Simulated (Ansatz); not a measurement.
Cr: equation of state with LDA

Cr:

```
Cr
1.0
     1.14705   -2.46703    0.00000
     1.14705    2.46703    0.00000
     0.00000    0.00000    4.06431
Cr
2
Direct
  0.87053 0.12947 0.75000
  0.12947 0.87053 0.25000
```

This isn't the form of Cr at room conditions, which is bcc.

```json
{
  "Program": "Ansatz 0.2.0",
  "Task": "equation of state",
  "Functional": "LDA",
  "Potentials or basis": "all-electron LAPW, scalar-relativistic",
  "Basis error allowed": "0.001 eV/atom",
  "k mesh": "13 × 13 × 7",
  "Occupations": "fermi-dirac, width 0.05 eV",
  "Spin": "collinear spin, ferromagnetic start",
  "Starting moments": "[3.0, 3.0] μB"
}
```

The equilibrium volume is 11.10 Å³/atom. The bulk modulus at fixed shape and positions is 279 GPa and the pressure derivative of the bulk modulus is 4.2.

Energy against volume, from the lowest point:
| volume (Å³/atom) | energy (meV/atom) |
| --- | --- |
| 10.811 | 6.45 |
| 11.041 | 0.00 |
| 11.271 | 2.08 |
| 11.501 | 11.81 |
| 11.731 | 28.40 |
| 11.961 | 51.16 |
| 12.191 | 79.46 |

All runs of the series together: 9 min on 2 threads of Arm Neoverse N1 (shared host).

Caveat: the cell was scaled at fixed shape and fractional positions, which overstates the stiffness of a crystal with free parameters, most of all of layers and chains; the starting moments weren't kept.
